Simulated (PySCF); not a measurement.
Geometry:
```csv
atom,x (Å),y (Å),z (Å)
C1,1.711,0.230,0.453
C2,0.438,0.249,-0.375
C3,-0.756,-0.359,0.343
N4,-1.930,-0.367,-0.507
H5,2.558,0.666,-0.098
H6,1.595,0.804,1.387
H7,1.992,-0.799,0.733
H8,0.581,-0.294,-1.324
H9,0.194,1.290,-0.656
H10,-0.893,0.171,1.313
H11,-0.515,-1.404,0.608
H12,-2.234,0.587,-0.694
H13,-2.708,-0.827,-0.040
```

- J: B3LYP/pcJ-1 (spin–dipole term only in couplings to heteroatoms)
- σ from GIAO-HF/pcSseg-2
- PBE0-D3(BJ)/def2-SVP structure
- code: PySCF 2.14.0 with density-fitted response routines
- gas phase, non-relativistic Hamiltonian, one computed conformer, averaged over atoms made equivalent by symmetry, fast rotation or ring inversion

List the cross peaks expected in HSQC, COSY and HMBC spectra.

Answers



HSQC (one-bond C–H):
```tsv
δH	δC	$^{1}J$(C,H) (Hz)
2.30 (H10/H11)	45.3 (C3)	134
1.31 (H8/H9)	28.7 (C2)	131
0.93 (H5/H6/H7)	14.6 (C1)	131
```

COSY cross peaks (|J| ≥ 2 Hz):
```tsv
δH	δH	abs. J (Hz)	bonds
2.30 (H10/H11)	1.31 (H8/H9)	7.9	3
1.31 (H8/H9)	0.93 (H5/H6/H7)	8.3	3
```

HMBC (two and three bonds, |J| ≥ 2.5 Hz):
```tsv
δH	δC [abs. J in Hz]
2.30 (H10/H11)	28.7 (C2) [2.9]
1.31 (H8/H9)	45.3 (C3) [4.8], 14.6 (C1) [3.5]
0.93 (H5/H6/H7)	45.3 (C3) [6.7], 28.7 (C2) [3.5]
```

References, each an isolated molecule treated in the same way: TMS for $^{1}$H (σref 31.68) and $^{13}$C (σref 191.47).

Short H···H contacts in this conformer between protons four or more bonds apart (candidates for NOE cross peaks, intensity ∝ r⁻⁶): H6···H10 2.57 Å.

Exchangeable OH/NH protons stand at their gas-phase positions; hydrogen bonding in a real sample shifts them, mostly to higher δ. Unscaled 3J(H,H) at this level run about 10 % above measured values. Shifts are as computed, not scaled to solution data. Of 1211 compounds with measured shifts, 218 miss one by over three times the rms of a fit or turn the order of signals round; such compounds aren't used in these exercises. Vicinal H,H couplings across rotating CH2–CH2 and CH–CH2 bonds are estimated from the computed gauche and anti values for equal rotamer populations, (2 J gauche + J anti)/3.
